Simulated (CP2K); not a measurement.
Crystal: C.

```
CELL_PARAMETERS angstrom
8.40413 0.00000 0.00000
8.04222 2.43968 0.00000
8.04222 1.19300 2.12810
ATOMIC_POSITIONS crystal
C 0.08717 0.08717 0.08717
C 0.75385 0.75385 0.75385
C 0.24615 0.24615 0.24615
C 0.91283 0.91283 0.91283
```

This isn't the form of C at room conditions, which is graphite.

| Item | Value |
| --- | --- |
| Program | CP2K 2026.2 |
| Task | single point |
| Functional | PBE |
| Potentials or basis | POTENTIAL_UZH C GTH-PBE-q4; TZVP-MOLOPT-PBE-GTH basis |
| Density cutoff | 6123 eV |
| k mesh | 12 × 12 × 12 |
| Occupations | fermi-dirac, width 0.05 eV |
| Spin | no spin polarisation |

On this cell: pressure 1.0 GPa; largest force 0.011 eV/Å; band gap on the k mesh 0.18 eV, direct.

The same run follows on a disturbed copy (atoms moved at random, drawn with an rms of 0.05 Å):

```xyz
4
Lattice="8.4041 0.0000 0.0000 8.0422 2.4397 0.0000 8.0422 1.1930 2.1281" Properties=species:S:1:pos:R:3 pbc="T T T"
C     2.1140    0.2999    0.1693
C    18.4460    2.7568    1.5881
C     6.0044    0.9122    0.5720
C    22.3665    3.3402    1.9168
```

Q: What does the disturbed cell give?

A: The energy moves by +50.3 meV/atom; pressure 2.3 GPa; largest force 4.551 eV/Å; band gap on the k mesh 0.41 eV, indirect (least direct gap 0.43 eV).

Forces in eV/Å, atoms in the order of the input:
```
C   -0.081  1.733  0.019
C    0.061 -1.736 -0.021
C    0.862  0.171 -4.466
C   -0.843 -0.168  4.468
```

Stress tensor (GPa, compression positive):
```
 0.23 -0.11 -0.23
-0.11 -0.23  1.07
-0.23  1.07  6.94
```

Caveats: the basis of atomic orbitals isn't converged, which shifts pressures, moduli and gaps.

A k mesh can miss the band edges.
